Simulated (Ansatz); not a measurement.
Runs of Ansatz 0.2.0 on ZrC. The structure is cubic, space group Fm-3m (No. 225). The conventional cell has a = 4.730 Å, b = 4.730 Å, c = 4.730 Å, α = 90.00°, β = 90.00°, γ = 90.00°. Zr (site symmetry m-3m) has 6 C at 2.37 Å as nearest neighbours. C (site symmetry m-3m) has 6 Zr at 2.37 Å as nearest neighbours. 

```tsv
task	level	potentials or basis	spin	U	k mesh	cutoff (eV)	smearing	driver	eos	hubbard projectors	double counting	other keys	gap on the mesh (eV)	pressure (GPa)
single point	RPBE+D3(BJ)+ATM	Ansatz PAW	off	-	10 × 10 × 10	420	tetrahedron-uncorrected	calculator	-	-	-	hamiltonian.xc = rpbe; scf.eigensolver.kind = davidson; …	none	-32.3
single point	r2SCAN+rVV10	Ansatz PAW earlier set	off	-	10 × 10 × 10	820	tetrahedron-uncorrected	calculator	-	-	-	hamiltonian.xc = r2scan; scf.occupations.width = left out; …	none	-3.8
single point	LDA+U	Ansatz PAW	off	Zr d U = 5 eV	12 × 12 × 12	420	methfessel-paxton 0.025 eV	calculator	-	atomic	fll	kpoints.mp_grid.grid = 12 × 12 × 12; scf.n_extra_bands = 32; …	none	-12.2
projected density of states	LDA	Ansatz PAW	off	-	10 × 10 × 10	420	cold 0.15 eV	chain	-	-	-	-	none	(a)
```

Alike in all rows: cell as given.

Problem. Fill in the values left out.

Solution. (a) -12.5.

Caveats: pairwise dispersion overbinds metals, which lowers pressure and volume (some runs); a pressure of tens of GPa on the cell as given is suspect, and the run, the potentials or the cell itself is likely at fault (some runs); the PAW data sets were made with another functional, which shifts forces and pressure a little (some runs); U without spin polarisation on a metal has little footing (some runs); the U is typed as a test and isn't derived for this compound (some runs).

A k mesh can miss the band edges, and the runs leave out spin-orbit coupling on Zr.

A gap of «none» marks a metal or a gap under the smearing width.

Runs at the PBE level aren't shown here.
